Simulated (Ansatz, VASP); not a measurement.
**Cross-check of P between VASP and Ansatz**

One calculation is typed for both programs; each brings its own data sets. How far apart do they land? The structure shown is the start of the Ansatz relaxation below; VASP solves that cell, so the two are compared at the walk's first step.

Main program and level: Ansatz 0.2.0; plane waves, with VASP 6.6.1 beside it; single point at PBE.

## 1. Starting point

The cell holds 4 atoms: 4 P. Its edges and angles: a = 3.316 Å, b = 4.379 Å, c = 28.062 Å, α = 90.0°, β = 90.0°, γ = 90.0°. As first built, before any earlier steps moved the atoms (in the runner's words): one layer cut from the layered crystal. Vacuum lies along c. The height across the vacuum is the one that the program set for its solve, not the one typed.

## 2. Ansatz: relaxation, PBE

Ansatz runs on its default PAW (the set named soft_2) files.

The two programs are compared at the cell with which this relaxation starts, whose forces are those of its first step.

Contents of input.yaml:

```yaml
crystal:
  lattice:
    - [3.3164, 0.0, 0.0]
    - [0.0, 4.3793, 0.0]
    - [0.0, 0.0, 18.13076816]
  atoms:
    - { symbol: P, position: [0.0, 0.91932, 0.55876111] }
    - { symbol: P, position: [0.0, 0.08068, 0.44123889] }
    - { symbol: P, position: [0.5, 0.58068, 0.55876111] }
    - { symbol: P, position: [0.5, 0.41932, 0.44123889] }
  periodic: [true, true, false]
kpoints:
  mp_grid: { grid: [7, 5, 1] }
scf:
  occupations: { method: fermi_dirac, width: 0.05 }
hamiltonian:
  xc: pbe
output:
  forces: true
  stress: true
relax:
  f_tol: 0.02
  max_steps: 50
  cell: {}
```

Run with:

```
> ansatz run input.yaml --threads 1 --pin off --max-ram 5120MiB --backend cpu --events-out ev --progress --plain --runs-dir out
```

Numbers of over 12 decimals in the logs are rounded to 6 here.

The program printed:

```text
Warning: crystal.periodic: the lattice vector that does not repeat stood 0.000° off the slab's normal, 18.131 Å along it as the deck builds it. The run solves the slab on a vector along the normal, 28.062 Å long, with every atom where it was (on the deck's vector they left 16.00 Å outside them, and the widest stretch free of ions among them is 2.13 Å). A fractional position that the run reports is one of the run's ce [...]
crystal.periodic: the lattice vector that does not repeat stood 0.000° off the slab's normal, 18.131 Å along it as the deck builds it. The run solves the slab on a vector along the normal, 28.062 Å long, with every atom where it was (on the deck's vector they left 16.00 Å outside them, and the widest stretch free of ions among them is 2.13 Å). A fractional position that the run reports is one of the run's cell, which [...]
Engine: ansatz 0.2.0, aarch64-unknown-linux-gnu
Pseudopotentials: kind: paw
Pseudopotential: P, paw, valence charge 5, recommended cutoff 420 eV (normal), P.paw.azcp
Functional definition: PBE
  parameter kappa = 0.804
  parameter beta = 0.066725
  exchange = pbe_x(kappa = kappa, mu = beta*pi^2/3)
  correlation = pbe_c(beta = beta)
Crystal: 4 atoms, lattice volume = 407.552 Å³
Basis set: ecut = 420 eV, 8013 PW (Γ), exchange–correlation on 48×60×384 points (8 copies of the dense FFT grid, shifted against one another)
Bands: 14, of which v1, the nominal top of the filled ones, is band 10 counted from 1 (9 counted from 0)
Symmetry: 8 space group operations
Space group: Pmna (ITA 53), of the structure as read, at distance tolerance 7.4e-5 Å
k-points: 12 of 35
Non-local potential: P, projectors of the file, l = 0: 2, l = 1: 2, l = 2: 2
PAW form: soft (Blöchl's): semilocal exchange-correlation on the pseudo side does not see the compensation charge
PAW one-centre angular grid: P, 110 points (default); XC on 64 Gauss nodes
Initial density: superposition of atomic densities (neutral atoms: chi_scale 0, normalization atom), corrected by the library's trained network
Initial wavefunctions: pseudopotential atomic-orbital guess
Functional: x = pbe(κ = 0.804, μ = 0.219515), c = pbe(β = 0.066725)
SCF iter   1: F=—  HF=-3022.616750 eV  |F-HF|=—  |Δ(HF+E_count)|=         —  Δρ=1.18e-3  dr2=6.34e-3  ethr=1.77e-3  ⟨swp⟩=12.5  Hψ=1738  notcnv=0
preconditioner: auto → Resta (q_TF=auto, 1.651 Å⁻¹)  ε∞=1.9  [insulator: Δε(μ)=0.677 eV  Ē_g=8.846 eV  σ=0.050 eV  W_gap=1.00  n_scr=28 (ndim 8)  ℏωp=8.2 eV  f_vac=0.761  D(μ)=0.00/eV (n_scr^D=0)  ε∞_Penn≈1.9  vacuum switching on, ρ_ref=5.7e-3 e/Å³]
SCF iter   2: F=—  HF=-3022.615702 eV  |F-HF|=—  |Δ(HF+E_count)|=   1.05e-3  Δρ=5.10e-4  dr2=6.96e-4  ethr=3.17e-5  ⟨swp⟩=3.8  Hψ=543  notcnv=0
SCF iter   3: F=—  HF=-3022.615838 eV  |F-HF|=—  |Δ(HF+E_count)|=   1.35e-4  Δρ=1.67e-4  dr2=9.69e-5  ethr=3.48e-6  ⟨swp⟩=2.8  Hψ=325  notcnv=0
[...]
iter 1 solved again at ethr=4.08e-6 eV; its pass at ethr=3.10e-3 eV (dr2=8.15e-4 eV) is discarded
SCF iter   1: F=—  HF=-3022.646474 eV  |F-HF|=—  |Δ(HF+E_count)|=         —  Δρ=4.37e-4  dr2=7.66e-4  ethr=4.08e-6  ⟨swp⟩=3.7  Hψ=1866  notcnv=0
preconditioner: auto → Resta (q_TF=auto, 1.637 Å⁻¹)  ε∞=1.8  [insulator: Δε(μ)=0.925 eV  Ē_g=8.748 eV  σ=0.050 eV  W_gap=1.00  n_scr=32 (ndim 8)  ℏωp=8.0 eV  f_vac=0.759  D(μ)=0.00/eV (n_scr^D=0)  ε∞_Penn≈1.8  vacuum switching on, ρ_ref=5.5e-3 e/Å³]
SCF iter   2: F=—  HF=-3022.646373 eV  |F-HF|=—  |Δ(HF+E_count)|=   1.01e-4  Δρ=2.13e-4  dr2=1.16e-4  ethr=3.83e-6  ⟨swp⟩=2.6  Hψ=259  notcnv=0
SCF iter   3: F=—  HF=-3022.646416 eV  |F-HF|=—  |Δ(HF+E_count)|=   4.25e-5  Δρ=6.47e-5  dr2=1.63e-5  ethr=5.80e-7  ⟨swp⟩=2.7  Hψ=278  notcnv=0
SCF iter   4: F=-3022.646416 eV  HF=-3022.646416 eV  |F-HF|=7.34e-8  |Δ(HF+E_count)|=   3.52e-7  Δρ=8.23e-6  dr2=2.75e-7  ethr=1.58e-9  ⟨swp⟩=5.8  Hψ=1076  notcnv=0
SCF 4 converged in 4 iterations: F = -3022.646416 eV  dr2 = 2.75e-7
relax step   4: F+E_penalty+E_count = -3022.64641626 eV  Δ(F+E_penalty+E_count) = -2.213e-3 eV  max|allowed force component| = 1.895e-2 eV/Å  Δτ_max = 0.0100 Å  P = -0.156 N/m  Ω = 429.146 Å³  energy of the carried Pulay correction = -5.448e-4 eV  fix = [c, alpha, beta]  reactions: c +0.000 N/m  (4 SCF iters, dr2 threshold 3.15e-7 eV, accepted)
[...]
relax step   5: F+E_penalty+E_count = -3022.64457788 eV  Δ(F+E_penalty+E_count) = +1.838e-3 eV  max|allowed force component| = 5.268e-2 eV/Å  Δτ_max = 0.0030 Å  P = +0.246 N/m  Ω = 426.323 Å³  energy of the carried Pulay correction = -4.752e-4 eV  fix = [c, alpha, beta]  (5 SCF iters, dr2 threshold 1.00e-7 eV, rejected (line search))
[...]
relax step   6: F+E_penalty+E_count = -3022.64671984 eV  Δ(F+E_penalty+E_count) = -3.036e-4 eV  max|allowed force component| = 1.226e-3 eV/Å  Δτ_max = 0.0008 Å  P = +0.002 N/m  Ω = 428.433 Å³  energy of the carried Pulay correction = -5.272e-4 eV  fix = [c, alpha, beta]  reactions: c +0.000 N/m  (7 SCF iters, accepted)
[...]
relax step   7: F+E_penalty+E_count = -3022.64795523 eV  Δ(F+E_penalty+E_count) = -1.235e-3 eV  max|allowed force component| = 1.133e-3 eV/Å  Δτ_max = 0.0000 Å  P = +0.024 N/m  Ω = 428.433 Å³  fix = [c, alpha, beta]  reactions: c +0.000 N/m  stress off target by 4.69e-2 N/m on what of the cell is left free  SCF on the basis re-selected at this cell (its energy is not comparable with the rows above)  (5 SCF iters)
basis re-selected at this cell: Δ(F+E_penalty+E_count) = -1.235e-3 eV, ΔP = +0.022 N/m vs the last step (what re-selecting the basis moved, of the pressure what is left beyond the Pulay correction that the steps carried, after the strain that the cell walked since its last selection, with what the two solves' SCF thresholds leave and, on support functions, any second-order correction that the steps lacked; it is no measure of the basis error at this ecutwfc). The dense FFT grid was sized anew with the basis: this SCF ran on 24×32×192 points, the steps before it on 24×30×192, so part of this shift can come from that change (see relax.cell in the input reference). [rest of the remark cut]
SCF converged after 5 iterations
Free energy (F): -3022.647955 eV
Harris-Foulkes:  -3022.647955 eV  (|F-HF|=3.25e-9)
Internal energy: -3022.647947 eV  (E = F + TS)
E sigma→0 (E₀):  -3022.647951 eV
Entropy (-TS):   -0.000008 eV (-0.002 meV/atom)
Fermi energy:    -4.579612 eV
--- Per-component energies (eV) ---
  E_band       = -223.253477
  E_kinetic    = 278.580016
  E_local      = -13634.866471  (includes V_loc(G=0)·N_el)
  E_nonlocal   = 135.533385
  E_hartree    = 6634.114994
  E_xc         = -244.217220
  E_vxc        = -240.634960  (∫ρ·V_xc dr)
  E_paw        = -2277.291928  (= ΣΔE_a)
  E_vpaw       = -30.095717  (= ΣTr[D̂ρ^β])
  E_aug_tail   = 0.000013  (compensation charges beyond the density's cutoff)
  E_ewald      = 6085.499263
  E_smearing   = -0.000008  (= −TS)
  E_closure    = 0.000000  (closes the sum)
  Σ components = -3022.647955   (vs F -3022.647955, Δ=0.00e0)
--- Forces (eV/Å), atoms counted from 1 ---
  atom   1  P      0.00000000     0.00113306    -0.00035327
  atom   2  P     -0.00000000    -0.00113306     0.00035327
  atom   3  P     -0.00000000    -0.00113306    -0.00035327
  atom   4  P      0.00000000     0.00113306     0.00035327
  max |Σ_I F_I| component: 2.17e-19 eV/Å
--- 2D stress c σ (N/m, compression-positive) ---
        0.001615      -0.000000       0.000000
       -0.000000       0.046889       0.000000
        0.000000       0.000000       0.000000
  P = ½ c Tr σ = 0.0243 N/m
--- Relaxed structure (6 steps of the walk, 5 accepted, 1 SCFs on fresh bases) ---
  F+E_penalty+E_count = -3022.64795523 eV   max|allowed force component| = 1.133e-3 eV/Å   (the final SCF, on the basis selected at the relaxed cell)
  cell:  # Å, volume = 428.4329 Å³
    - [3.307791, 0.0, 0.0]
    - [0.0, 4.615655, 0.0]
    - [0.0, 0.0, 28.061536]
  atoms:
    - { symbol: P, position: [0, 0.911425, 0.360577] }
    - { symbol: P, position: [0, 0.088575, 0.285530] }
    - { symbol: P, position: [0.5, 0.588575, 0.360577] }
    - { symbol: P, position: [0.5, 0.411425, 0.285530] }
```

The column dr2 measures how far the density is from self-consistency, as an energy; F and HF (Harris–Foulkes) agree once it is small.

## 3. VASP: single point, PBE, start cell

The same cell, functional, mesh and smearing now go to VASP, with its own data sets.

Lines of VASP's logs that name or quote its potential files are left out, and so is its time.

Contents of INCAR:

```
SYSTEM = P
PREC = Accurate
ENCUT = 400
EDIFF = 1E-06
NELM = 120
ISMEAR = -1
SIGMA = 0.05
LREAL = .FALSE.
ALGO = Normal
GGA = PE
NBANDS = 16
LORBIT = 11
LWAVE = .FALSE.
LCHARG = .FALSE.
ISIF = 2
LDIPOL = .TRUE.
IDIPOL = 3
DIPOL = 0.5 0.5 0.323
LVHAR = .TRUE.
LASPH = .TRUE.
GGA_COMPAT = .FALSE.
EFERMI = MIDGAP
NELMDL = -8
```

Contents of POSCAR:

```
P
1.0
    3.3164000000      0.0000000000      0.0000000000
    0.0000000000      4.3793000000      0.0000000000
    0.0000000000      0.0000000000     28.0615360000
P
4
Direct
    0.0000000000      0.9193199826      0.3610197247
    0.0000000000      0.0806800174      0.2850877443
    0.5000000000      0.5806800174      0.3610197247
    0.5000000000      0.4193199826      0.2850877443
```

Contents of KPOINTS:

```
Automatic mesh
0
Gamma
7 5 1
0 0 0
```

The projector-augmented-wave data sets are P (PBE family, release 64).

Run with:

```
> mpirun -np 1 vasp_std
```

The program printed:

```text
[banner, memory and clock lines left out]
running    1 mpi-ranks, on    1 nodes
 distrk:  each k-point on    1 cores,    1 groups
 distr:  one band on    1 cores,    1 groups

 POSCAR found type information on POSCAR P
 POSCAR found :  1 types and       4 ions
 LDA part: xc-table for (Slater+PW92), standard interpolation
 POSCAR, INCAR and KPOINTS ok, starting setup
 FFT: planning ... GRIDC
 FFT: planning ... GRID_SOFT
 FFT: planning ... GRID
 WAVECAR not read
 entering main loop
       N       E                     dE             d eps       ncg     rms          rms(c)
DAV:   1     0.132361309704E+03    0.13236E+03   -0.53010E+03   384   0.687E+02
DAV:   2    -0.507867132902E+01   -0.13744E+03   -0.12956E+03   648   0.144E+02
DAV:   3    -0.212854044405E+02   -0.16207E+02   -0.16139E+02   504   0.605E+01
DAV:   4    -0.216248991187E+02   -0.33949E+00   -0.33834E+00   576   0.113E+01
DAV:   5    -0.216344241162E+02   -0.95250E-02   -0.95225E-02   624   0.173E+00
DAV:   6    -0.216345604146E+02   -0.13630E-03   -0.13630E-03   544   0.182E-01
DAV:   7    -0.216345659974E+02   -0.55828E-05   -0.55827E-05   648   0.328E-02
DAV:   8    -0.216345660643E+02   -0.66903E-07   -0.67292E-07   472   0.294E-03    0.102E+01
DAV:   9    -0.214992138544E+02    0.13535E+00   -0.79961E-02   496   0.149E+00    0.605E+00
DAV:  10    -0.214332133035E+02    0.66001E-01   -0.15332E-01   512   0.209E+00    0.304E-01
DAV:  11    -0.214319750043E+02    0.12383E-02   -0.11388E-02   528   0.662E-01    0.134E-01
DAV:  12    -0.214317085148E+02    0.26649E-03   -0.57831E-04   632   0.144E-01    0.973E-02
DAV:  13    -0.214312568464E+02    0.45167E-03   -0.34672E-04   552   0.889E-02    0.637E-02
DAV:  14    -0.214311170026E+02    0.13984E-03   -0.13049E-04   528   0.518E-02    0.268E-02
[...]
DAV:  18    -0.214318159269E+02   -0.12634E-03   -0.85701E-06   448   0.115E-02    0.611E-03
DAV:  19    -0.214318470143E+02   -0.31087E-04   -0.15341E-06   440   0.516E-03    0.306E-03
DAV:  20    -0.214318822333E+02   -0.35219E-04   -0.16606E-06   384   0.433E-03    0.186E-03
DAV:  21    -0.214318958979E+02   -0.13665E-04   -0.34956E-07   432   0.192E-03    0.219E-03
DAV:  22    -0.214319082152E+02   -0.12317E-04   -0.51483E-07   400   0.260E-03    0.929E-04
DAV:  23    -0.214319129839E+02   -0.47687E-05   -0.15951E-07   408   0.139E-03    0.944E-04
DAV:  24    -0.214319150177E+02   -0.20338E-05   -0.55891E-08   360   0.925E-04    0.347E-04
DAV:  25    -0.214319151001E+02   -0.82348E-07   -0.32257E-09   344   0.314E-04
   1 F= -.21431915E+02 E0= -.21431890E+02  d E =-.500648E-04
```

Parts of OUTCAR (step 3):

```text
ion  position               nearest neighbor table
   1  0.000  0.919  0.361-   3 2.22   3 2.22   2 2.24
   2  0.000  0.081  0.285-   4 2.22   4 2.22   1 2.24
   3  0.500  0.581  0.361-   1 2.22   1 2.22   4 2.24
   4  0.500  0.419  0.285-   2 2.22   2 2.22   3 2.24

  LATTYP: Found a simple orthorhombic cell.
 ALAT       =     3.3164000000
 B/A-ratio  =     1.3204981305
 C/A-ratio  =     8.4614449403

 Subroutine GETGRP returns: Found  8 space group operations
 (whereof  2 operations were pure point group operations)

The static configuration has the point symmetry C_1h.
 The point group associated with its full space group is D_2h.

 Found     12 irreducible k-points:

   k-points           NKPTS =     12   k-points in BZ     NKDIM =     12   number of bands    NBANDS=     16

   dimension x,y,z NGX =    24 NGY =   30 NGZ =  192
   dimension x,y,z NGXF=    48 NGYF=   60 NGZF=  384

   ENCUT  =  400.0 eV  29.40 Ry    5.42 a.u.   5.41  7.14 45.76*2*pi/ulx,y,z

   NELECT =      20.0000    total number of electrons

 k-points in reciprocal lattice and weights: Automatic mesh
   0.00000000  0.00000000  0.00000000       0.029
   0.14285714  0.00000000  0.00000000       0.057
   0.28571429  0.00000000  0.00000000       0.057
   0.42857143  0.00000000  0.00000000       0.057
   0.00000000  0.20000000  0.00000000       0.057
   0.14285714  0.20000000  0.00000000       0.114
   0.28571429  0.20000000  0.00000000       0.114
   0.42857143  0.20000000  0.00000000       0.114
   0.00000000  0.40000000  0.00000000       0.057
   0.14285714  0.40000000  0.00000000       0.114
   0.28571429  0.40000000  0.00000000       0.114
   0.42857143  0.40000000  0.00000000       0.114

 dipolmoment           0.000000      0.000000      0.000000 electrons x Angstroem

 average (electrostatic) potential at core
       1 -91.8324       2 -91.8324       3 -91.8324       4 -91.8324

 E-fermi :  -2.4576

 k-point     1 :       0.0000    0.0000    0.0000
  band No.  band energies     occupation
    ...
      6      -7.3083      2.00000
      7      -6.3969      2.00000
      8      -4.7274      2.00000
      9      -4.6670      2.00000
     10      -2.8100      1.99826
     11      -2.1145      0.00209
     12      -1.3487      0.00000
     13      -0.1723      0.00000
     14       0.6452      0.00000
     15       1.5316      0.00000
    ...

 k-point     2 :       0.1429    0.0000    0.0000
  band No.  band energies     occupation
    ...
      6      -7.3629      2.00000
      7      -7.3169      2.00000
      8      -5.5228      2.00000
      9      -4.6158      2.00000
     10      -2.9196      1.99981
     11      -1.8818      0.00002
     12      -0.4715      0.00000
     13       0.3798      0.00000
     14       1.1929      0.00000
     15       1.7653      0.00000
    ...

 k-point     3 :       0.2857    0.0000    0.0000
  band No.  band energies     occupation
    ...
      6      -7.9180      2.00000
      7      -6.7089      2.00000
      8      -5.6621      2.00000
      9      -4.5713      2.00000
     10      -3.5356      2.00000
     11      -1.7430      0.00000
     12      -1.2072      0.00000
     13      -0.0744      0.00000
     14       0.3971      0.00000
     15       1.4014      0.00000
    ...

  Total        0.6983468      1.1259815     -0.0305055     -0.0000000     -0.0000000      0.0000000
  in kB        2.7453562      4.4264829     -0.1199239     -0.0000000     -0.0000000      0.0000000
  external PRESSURE =       2.3506384 kB  Pullay stress =       0.0000000 kB

  energy-cutoff  :      400.00
  volume of cell :      407.55
      direct lattice vectors                 reciprocal lattice vectors
     3.316400000  0.000000000  0.000000000     0.301531781  0.000000000  0.000000000
     0.000000000  4.379300000  0.000000000     0.000000000  0.228346996  0.000000000
     0.000000000  0.000000000 28.061536000     0.000000000  0.000000000  0.035635968

 POSITION                                       TOTAL-FORCE (eV/Angst)
 -----------------------------------------------------------------------------------
      0.00000      4.02598     10.13077        -0.000000     -0.025871     -0.005168
      0.00000      0.35332      8.00000        -0.000000      0.025871      0.005168
      1.65820      2.54297     10.13077         0.000000      0.025871     -0.005168
      1.65820      1.83633      8.00000        -0.000000     -0.025871      0.005168
 -----------------------------------------------------------------------------------
    total drift:                               -0.000000      0.000000      0.000012

  FREE ENERGIE OF THE ION-ELECTRON SYSTEM (eV)
  ---------------------------------------------------
  free  energy   TOTEN  =       -21.4319151001 eV

  energy  without entropy=      -21.4318650353  energy(sigma->0) =      -21.43189007

 vacuum level on the upper side and lower side of the slab         2.045         2.045

 total charge
# of ion       s       p       d       tot
------------------------------------------
    1        1.081   1.383   0.000   2.464
    2        1.081   1.383   0.000   2.464
    3        1.081   1.383   0.000   2.464
    4        1.081   1.383   0.000   2.464
--------------------------------------------------
tot          4.324   5.532   0.000   9.856

[... 3 further parts left out ...]
```

## 4. Differences

Known differences besides the potentials themselves: Ansatz cuts the interaction across the vacuum, VASP repeats the sheet with a dipole correction; the cutoff is 420 eV in Ansatz and 400 eV in VASP. Total energies have different zeros and are not compared.

At this near-relaxed geometry the largest component of a force difference is 37 meV/Å. With vacuum in the cell, a pressure given here is an average over mostly empty space and none of the material.

## 5. Results

* r.m.s. force difference (single point, PBE, start cell): 29 meV/Å

What this shows: The r.m.s. force difference is 29 meV/Å (single point, PBE, start cell), beyond the 12 meV/Å picked in this series as the mark of a large difference. What causes the difference of the single point, PBE, start cell pair stays open here. 1 further run of this series is not shown here. Such differences can come from data sets, numerical settings and the points named under the comparisons, not from the functional's error against experiment.

[Lines on the potential files, build, host, timing and source positions are cut from VASP's logs without a mark.]

[Logs are printed without paths, hosts, clocks, repeated set-up lines and the standing remarks that a program may print on its own settings, such as how far it seeks lower states.]

[Hosts, paths, dates, database ids (printed as entryN), source tags and the programs' standing remarks are cut or masked in the printed files.]
